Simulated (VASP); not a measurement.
# BaS (P6_3/mmc) in VASP: a series of runs

The runs below take BaS through single point, with r2SCAN, PBE.

Everything below comes from runs of VASP 6.6.1. Logs are shortened: lines on timing, memory, paths and dates and some standing lists are left out, and cuts for length are marked.

## Step 1: The cell of the first run

The structure is hexagonal, space group P6_3/mmc (No. 194). The conventional cell has a = 4.442 Å, b = 4.442 Å, c = 8.070 Å, α = 90.00°, β = 90.00°, γ = 120.00°. Ba (site symmetry -3m) has 6 S at 3.26 Å as nearest neighbours. S (site symmetry -6m2) is surrounded by 6 Ba at 3.26 Å.

The cell was built by a generator and needn't be a form met in nature.

## Step 2: Single point, r2SCAN (uniaxial_z strain +3.6%)

File POSCAR:

```
BaS
1.0
    4.4421900019      0.0000000000      0.0000000000
   -2.2210950010      3.8470493901      0.0000000000
    0.0000000000      0.0000000000      8.0698814781
Ba S
2 2
Direct
    0.0000000000      0.0000000000      0.0000000000
    0.0000000000      0.0000000000      0.5000000000
    0.3333333333      0.6666666667      0.2500000000
    0.6666666667      0.3333333333      0.7500000000
```

File INCAR.step1:

```
SYSTEM = BaS
ALGO = Normal
EDIFF = 1E-4
ENCUT = 520
GGA = PE
ISMEAR = 0
LASPH = .TRUE.
LCHARG = .FALSE.
LREAL = .FALSE.
LWAVE = .TRUE.
NBANDS = 24
NELM = 100
PREC = Accurate
SIGMA = 0.01
```

File INCAR.step2:

```
SYSTEM = BaS
ALGO = Normal
EDIFF = 1E-6
ENCUT = 520
ISIF = 2
ISMEAR = 0
ISTART = 1
LASPH = .TRUE.
LCHARG = .TRUE.
LELF = .TRUE.
LMIXTAU = .TRUE.
LREAL = .FALSE.
LVHAR = .TRUE.
LWAVE = .FALSE.
METAGGA = R2SCAN
NBANDS = 24
NELM = 100
PREC = Accurate
SIGMA = 0.01
```

File KPOINTS:

```
k-points
0
G
  6 6 4
  0 0 0
```

Potentials or basis: VASP PAW PBE potentials, release 64 (Ba_sv, S).

Command:

```sh
$ cat potpaw_PBE.64/Ba_sv/POTCAR potpaw_PBE.64/S/POTCAR > POTCAR
$ cp INCAR.step1 INCAR
$ mpirun -np 1 vasp_std > vasp.out
$ cp INCAR.step2 INCAR
$ mpirun -np 1 vasp_std > vasp.out
```

OUTCAR:

```text
SYSTEM = BaS
   EDIFF = 1E-6
   ENCUT = 520
   ISIF = 2
   ISMEAR = 0
   ISTART = 1
   LASPH = .TRUE.
   LREAL = .FALSE.
   METAGGA = R2SCAN
   NELM = 100
   PREC = Accurate

 ion  position               nearest neighbor table
   1  0.000  0.000  0.000-   3 3.26   4 3.26   4 3.26   3 3.26   4 3.26   3 3.26   2 4.03   2 4.03

   2  0.000  0.000  0.500-   3 3.26   4 3.26   4 3.26   3 3.26   4 3.26   3 3.26   1 4.03   1 4.03

   3  0.333  0.667  0.250-   1 3.26   2 3.26   1 3.26   2 3.26   1 3.26   2 3.26
   4  0.667  0.333  0.750-   1 3.26   2 3.26   1 3.26   2 3.26   1 3.26   2 3.26

  LATTYP: Found a hexagonal cell.
 ALAT       =     4.4421900019
 C/A-ratio  =     1.8166448249

  Lattice vectors:

 A1 = (   4.4421900019,   0.0000000000,   0.0000000000)
 A2 = (  -2.2210950010,   3.8470493901,   0.0000000000)
 A3 = (   0.0000000000,   0.0000000000,   8.0698814781)

Analysis of symmetry for initial positions (statically):
=====================================================================
 Subroutine PRICEL returns:
 Original cell was already a primitive cell.

 Routine SETGRP: Setting up the symmetry group for a
 hexagonal supercell.

 Subroutine GETGRP returns: Found 24 space group operations
 (whereof 12 operations were pure point group operations)
 out of a pool of 24 trial point group operations.

The static configuration has the point symmetry D_3d.
 The point group associated with its full space group is D_6h.

Analysis of symmetry for dynamics (positions and initial velocities):
=====================================================================
 Subroutine PRICEL returns:
 Original cell was already a primitive cell.

 Routine SETGRP: Setting up the symmetry group for a
 hexagonal supercell.

 Subroutine GETGRP returns: Found 24 space group operations
 (whereof 12 operations were pure point group operations)
 out of a pool of 24 trial point group operations.

The dynamic configuration has the point symmetry D_3d.
 The point group associated with its full space group is D_6h.

 Subroutine INISYM returns: Found 24 space group operations
 (whereof 12 operations are pure point group operations),
 and found     1 'primitive' translations

----------------------------------------------------------------------------------------
[... 90 lines left out ...]
   LASPH  =      T    aspherical Exc in radial PAW
   ENCUT  =  520.0 eV  38.22 Ry    6.18 a.u.   8.26  8.26 15.00*2*pi/ulx,y,z
   NELM   =    100;   NELMIN=  2; NELMDL=  0     # of ELM steps
   EDIFF  = 0.1E-05   stopping-criterion for ELM
   LREAL  =      F    real-space projection
   EDIFFG = 0.1E-04   stopping-criterion for IOM
   NSW    =      0    number of steps for IOM
   IBRION =     -1    ionic relax: 0-MD 1-quasi-New 2-CG
   NFREE  =      0    steps in history (QN), initial steepest desc. (CG)
   ISIF   =      2    stress and relaxation
   ISYM   =      2    0-nonsym 1-usesym 2-fastsym
   POTIM  = 0.5000    time-step for ionic-motion
   TEBEG  =    0.0;   TEEND  =   0.0 temperature during run
   PSTRESS=    0.0 pullay stress
   NELECT =      32.0000    total number of electrons
   NUPDOWN=      -1.0000    fix difference up-down
   EMIN   =  10.00;   EMAX   =-10.00  energy-range for DOS
   EFERMI =   0.00;   METHOD = LEGACY
   ISMEAR =     0;   SIGMA  =   0.01  broadening in eV -4-tet -1-fermi 0-gaus
   EFERMI_NEDOS =   21; number of points for ismear=-14 and -15
   IALGO  =     38    algorithm
   IMIX   =      4    mixing-type and parameters
     AMIX     =   0.40;   BMIX     =  1.00
     AMIX_MAG =   1.60;   BMIX_MAG =  1.00
  volume/ion in A,a.u.               =      34.48       232.66
  Fermi-wavevector in a.u.,A,eV,Ry     =   1.005991  1.901048 13.769342  1.012018
  Thomas-Fermi vector in A             =   2.138705
   LORBIT       =      0    0 simple, 1 ext, 2 COOP (PROOUT), +10 PAW based schemes
   METAGGA = R2SCAN    functional components
   LHFCALC =     F    Hartree Fock is set to
   AEXX    =    0.0000 exact exchange contribution
   IVDW    =     0    specifies the selected vdW correction
   LEPSILON=     F    determine dielectric tensor
   LRPA    =     F    only Hartree local field effects (RPA)
 non-spin polarized calculation
 Gauss-broadening in eV      SIGMA  =   0.01
  energy-cutoff  :      520.00
  volume of cell :      137.91
 maximum number of plane-waves:      3730
 NGX is ok and might be reduce to    36
   NGX = 17   NGY = 17   NGZ = 31

 number of electron      31.9999996 magnetization

 Free energy of the ion-electron system (eV)
  ---------------------------------------------------
  ext. energy  EPLUGINS =         0.00000000
  ---------------------------------------------------
  free energy    TOTEN  =       -77.95607102 eV

  energy without entropy =      -77.95607102  energy(sigma->0) =      -77.95607102

 E-fermi :   1.1674     XC(G=0):  -8.8253

 val. band max:        1.1050073219   @ k =   0.0000   0.0000   0.0000
 cond. band min:       3.7252326197   @ k =   0.0000   0.0000   0.0000
 fundamental gap:      2.6202252978
 Fermi energy:         1.1673532247

 k-point     1 :       0.0000    0.0000    0.0000
  band No.  band energies     occupation
      1     -26.2435      2.00000
      2     -26.1902      2.00000
      3     -11.9234      2.00000
      4     -10.8774      2.00000
      5     -10.8774      2.00000
      6     -10.7964      2.00000
[... 556 lines left out ...]
     23       7.4804      0.00000
     24       7.4804      0.00000

------------------------ aborting loop because EDIFF is reached ----------------------------------------

  FORCE on cell =-STRESS in cart. coord.  units (eV):
  Direction    XX          YY          ZZ          XY          YZ          ZX
  --------------------------------------------------------------------------------------
  -------------------------------------------------------------------------------------
  Total       -0.1762036     -0.1762036     -2.2324934      0.0000000     -0.0000000      0.0000000
  in kB       -2.0470725     -2.0470725    -25.9363410      0.0000000     -0.0000000      0.0000000
  external PRESSURE =     -10.0101620 kB  Pullay stress =       0.0000000 kB

 VOLUME and BASIS-vectors are now :
 -----------------------------------------------------------------------------
  energy-cutoff  :      520.00
  volume of cell :      137.91
      direct lattice vectors                 reciprocal lattice vectors
     4.442190002  0.000000000  0.000000000     0.225114189  0.129969738  0.000000000
    -2.221095001  3.847049390  0.000000000     0.000000000  0.259939475  0.000000000
     0.000000000  0.000000000  8.069881478     0.000000000  0.000000000  0.123917557

 POSITION                                       TOTAL-FORCE (eV/Angst)
 -----------------------------------------------------------------------------------
      0.00000      0.00000      0.00000         0.000000      0.000000     -0.000000
      0.00000      0.00000      4.03494         0.000000      0.000000     -0.000000
     -0.00000      2.56470      2.01747         0.000000     -0.000000     -0.000000
      2.22110      1.28235      6.05241        -0.000000      0.000000      0.000000
 -----------------------------------------------------------------------------------
    total drift:                               -0.000000      0.000000     -0.000000

  FREE ENERGIE OF THE ION-ELECTRON SYSTEM (eV)
  ---------------------------------------------------
  free  energy   TOTEN  =       -77.9560710187 eV

  energy  without entropy=      -77.9560710187  energy(sigma->0) =      -77.95607102
```

Run time: 4.4 min. Hardware: 1 thread of Intel Xeon Platinum 8559C (Emerald Rapids), shared host; peak memory 0.32 GiB.

What came out:

* Free energy: -77.9561 eV
* Pressure: -1.0 GPa
* Band gap on the k mesh: 2.62 eV, direct

Stress tensor (GPa, compression positive):
```
-0.20  0.00  0.00
 0.00 -0.20  0.00
 0.00  0.00 -2.59
```

Caveat: the PAW data sets were made with another functional, which shifts forces and pressure a little; spin-orbit coupling is left out, which moves the levels of the heavy elements. A k mesh can miss the band edges.

## Step 3: Single point, PBE (uniaxial_z strain +3.6%)

File INCAR:

```
SYSTEM = BaS
ALGO = Normal ; EDIFF = 1E-6
ENCUT = 520 ; GGA = PE
ISIF = 2 ; ISMEAR = -1
LASPH = .True. ; LCHARG = .True.
LELF = .True. ; LREAL = .False.
LVHAR = .True. ; LWAVE = .False.
NBANDS = 24 ; NELM = 100
PREC = Accurate ; SIGMA = 0.02
```

File KPOINTS:

```
k-points
0
Gamma
  6 6 4
  0 0 0
```

POSCAR is that of step 2.

Potentials or basis: VASP PAW PBE potentials, release 64 (Ba_sv, S).

Command:

```sh
$ cat potpaw_PBE.64/Ba_sv/POTCAR potpaw_PBE.64/S/POTCAR > POTCAR
$ mpirun -np 1 vasp_std > vasp.out
```

OUTCAR:

```text
SYSTEM = BaS
   EDIFF = 1E-6
   ENCUT = 520
   GGA = PE
   ISIF = 2
   ISMEAR = -1
   LASPH = .True.
   LREAL = .False.
   NELM = 100
   PREC = Accurate

 ion  position               nearest neighbor table
   1  0.000  0.000  0.000-   3 3.26   4 3.26   4 3.26   3 3.26   4 3.26   3 3.26   2 4.03   2 4.03

   2  0.000  0.000  0.500-   3 3.26   4 3.26   4 3.26   3 3.26   4 3.26   3 3.26   1 4.03   1 4.03

   3  0.333  0.667  0.250-   1 3.26   2 3.26   1 3.26   2 3.26   1 3.26   2 3.26
   4  0.667  0.333  0.750-   1 3.26   2 3.26   1 3.26   2 3.26   1 3.26   2 3.26

  LATTYP: Found a hexagonal cell.
 ALAT       =     4.4421900019
 C/A-ratio  =     1.8166448249

  Lattice vectors:

 A1 = (   4.4421900019,   0.0000000000,   0.0000000000)
 A2 = (  -2.2210950010,   3.8470493901,   0.0000000000)
 A3 = (   0.0000000000,   0.0000000000,   8.0698814781)

Analysis of symmetry for initial positions (statically):
=====================================================================
 Subroutine PRICEL returns:
 Original cell was already a primitive cell.

 Routine SETGRP: Setting up the symmetry group for a
[... 169 lines left out ...]
  energy without entropy =      -19.94843858  energy(sigma->0) =      -19.94843858

 E-fermi :   1.8161     XC(G=0):  -8.3831

 val. band max:        1.3322222021   @ k =   0.0000   0.0000   0.0000
 cond. band min:       3.5630337768   @ k =   0.0000   0.0000   0.0000
 fundamental gap:      2.2308115747
 Fermi energy:         1.8160721758

 k-point     1 :       0.0000    0.0000    0.0000
  band No.  band energies     occupation
      1     -25.2548      2.00000
      2     -25.2034      2.00000
      3     -11.2894      2.00000
      4     -10.3108      2.00000
      5     -10.3108      2.00000
      6     -10.2314      2.00000
[... 556 lines left out ...]
     23       7.0966      0.00000
     24       7.0966      0.00000

------------------------ aborting loop because EDIFF is reached ----------------------------------------

  FORCE on cell =-STRESS in cart. coord.  units (eV):
  Direction    XX          YY          ZZ          XY          YZ          ZX
  --------------------------------------------------------------------------------------
  -------------------------------------------------------------------------------------
  Total       -0.0284195     -0.0284195     -1.9790278      0.0000000      0.0000000      0.0000000
  in kB       -0.3301684     -0.3301684    -22.9916656      0.0000000      0.0000000      0.0000000
  external PRESSURE =      -7.8840008 kB  Pullay stress =       0.0000000 kB

 VOLUME and BASIS-vectors are now :
 -----------------------------------------------------------------------------
  energy-cutoff  :      520.00
  volume of cell :      137.91
      direct lattice vectors                 reciprocal lattice vectors
     4.442190002  0.000000000  0.000000000     0.225114189  0.129969738  0.000000000
    -2.221095001  3.847049390  0.000000000     0.000000000  0.259939475  0.000000000
     0.000000000  0.000000000  8.069881478     0.000000000  0.000000000  0.123917557

 POSITION                                       TOTAL-FORCE (eV/Angst)
 -----------------------------------------------------------------------------------
      0.00000      0.00000      0.00000        -0.000000      0.000000      0.000000
      0.00000      0.00000      4.03494        -0.000000      0.000000      0.000000
     -0.00000      2.56470      2.01747        -0.000000      0.000000      0.000000
      2.22110      1.28235      6.05241         0.000000     -0.000000     -0.000000
 -----------------------------------------------------------------------------------
    total drift:                               -0.000000      0.000000     -0.000000

  FREE ENERGIE OF THE ION-ELECTRON SYSTEM (eV)
  ---------------------------------------------------
  free  energy   TOTEN  =       -19.9484385765 eV

  energy  without entropy=      -19.9484385765  energy(sigma->0) =      -19.94843858
```

OSZICAR:

```text
N       E                     dE             d eps       ncg     rms          rms(c)
DAV:   1     0.199550023498E+03    0.19955E+03   -0.13637E+04  1008   0.115E+03
DAV:   2    -0.613330089623E+01   -0.20568E+03   -0.19204E+03  1360   0.211E+02
DAV:   3    -0.205725490066E+02   -0.14439E+02   -0.14321E+02  1456   0.595E+01
DAV:   4    -0.210058294619E+02   -0.43328E+00   -0.43294E+00  1584   0.947E+00
DAV:   5    -0.210103313143E+02   -0.45019E-02   -0.45016E-02  1352   0.940E-01    0.637E+00
DAV:   6    -0.199058385072E+02    0.11045E+01   -0.25002E+00  1208   0.656E+00    0.441E+00
DAV:   7    -0.199183152533E+02   -0.12477E-01   -0.75742E-01  1456   0.331E+00    0.276E+00
DAV:   8    -0.199373265099E+02   -0.19011E-01   -0.72862E-02  1216   0.127E+00    0.918E-01
DAV:   9    -0.199459926029E+02   -0.86661E-02   -0.20770E-02  1296   0.836E-01    0.188E-01
DAV:  10    -0.199473028959E+02   -0.13103E-02   -0.12837E-03  1224   0.195E-01    0.874E-02
DAV:  11    -0.199483906360E+02   -0.10877E-02   -0.12031E-03  1160   0.196E-01    0.583E-02
DAV:  12    -0.199484384264E+02   -0.47790E-04   -0.21523E-04  1424   0.664E-02    0.154E-02
DAV:  13    -0.199484385765E+02   -0.15013E-06   -0.89986E-06  1288   0.140E-02
   1 F= -.19948439E+02 E0= -.19948439E+02  d E =-.442077E-12
```

It took 77 s on 1 thread of Intel Xeon Platinum 8559C (Emerald Rapids), shared host; peak memory 0.29 GiB.

What came out:

| Item | Value |
| --- | --- |
| Free energy | -19.9484 eV |
| Pressure | -0.8 GPa |
| Band gap on the k mesh | 2.23 eV, direct |

Caveat: spin-orbit coupling is left out, which moves the levels of the heavy elements.
